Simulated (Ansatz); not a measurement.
# A series in volume scale on Sb

Results calculated with Ansatz 0.2.0, not measured. Plane-wave DFT, scalar-relativistic PAW made under PBE with cores redone for the functional, no dispersion; the given relaxed cell is scaled uniformly, energy at zero smearing counts from the unscaled cell, pressure at the given Fermi-Dirac smearing is positive in compression.

The cell before it is scaled or strained (space group P6_3/mmc, No. 194):
```
CELL_PARAMETERS angstrom
3.36880 0.00000 0.00000
-1.68440 2.91740 0.00000
0.00000 0.00000 5.57840
ATOMIC_POSITIONS crystal
Sb 0.33333 0.66667 0.25000
Sb 0.66667 0.33333 0.75000
```

Settings of every row: spin polarised no; functional PBE; wave cutoff 420 eV; smearing width 0.1 eV; k mesh 12x12x7.

Atom starting moment: 0 on all atoms.

Limits: the cell comes from a prototype or a list of computed structures and needn't be the stable phase.

```csv
row,volume scale,V (Å³/atom),pressure (GPa),energy change per atom (meV)
1,0.88,24.123,10.22,94.29
2,0.92,25.22,6.12,39.5
3,0.96,26.316,2.83,9.67
4,1.04,28.509,?,?
5,1.08,29.606,-3.66,26.35
6,1.12,30.702,-5.04,56.6
```

Question: what pressure and energy change per atom should row 4 give?

Worked fit of pressure. Take u = (V_r/V)^(2/3) − 1 with V_r = 26.316 Å³ an atom, which is twice the finite (Eulerian) strain; such expansions in the strain, on which the Birch-Murnaghan equation of state is built, carry the rest volume and the bulk modulus. The shown rows have u = 0.05972, 0.02877, 0, -0.07553, -0.09766. Least squares give pressure = 2.833 + 107.1 × u + 273.7 × u² GPa; a straight line predicts inner rows, each left out in turn, worse (root mean square 0.72 against 0.039 GPa). The rows lie off it by 0.01, -0.02, 0.00, 0.03, -0.02. The pressure vanishes at u = -0.0285, or V = 27.48 Å³ an atom, and there the bulk modulus at fixed shape and fractions is B = −V dP/dV = (2/3)(1 + u) dP/du = 59.2 GPa. Letting shape and atoms relax would as a rule lower it, by much in layered, chain or molecular crystals. The withheld row has u = -0.05196, so the fit gives 2.833 + 107.1 × (-0.05196) + 273.7 × (-0.05196)² = -1.99 GPa.

The calculation gave -1.95 GPa. The fit lies 0.04 GPa (2.1 % of the value, 0.26 % of the column's range) below it; its largest miss of a shown row is 0.03 GPa.

Worked fit of energy change per atom. Take u = (V_r/V)^(2/3) − 1 with V_r = 26.316 Å³ an atom, which is twice the finite (Eulerian) strain; such expansions in the strain, on which the Birch-Murnaghan equation of state is built, carry the rest volume and the bulk modulus. The shown rows have u = 0.05972, 0.02877, 0, -0.07553, -0.09766. Least squares give energy change per atom = 9.724 + 694.35 × u + 12049 × u² meV; a straight line predicts inner rows, each left out in turn, worse (root mean square 32 against 0.37 meV). The rows lie off it by 0.13, -0.17, -0.05, 0.33, -0.23 (root mean square 0.2 meV). The withheld row has u = -0.05196, so the fit gives 9.724 + 694.35 × (-0.05196) + 12049 × (-0.05196)² = 6.18 meV.

The calculation gave 6.62 meV. The fit lies 0.44 meV (6.6 % of the value, 0.5 % of the column's range) below it; its largest miss of a shown row is 0.33 meV.
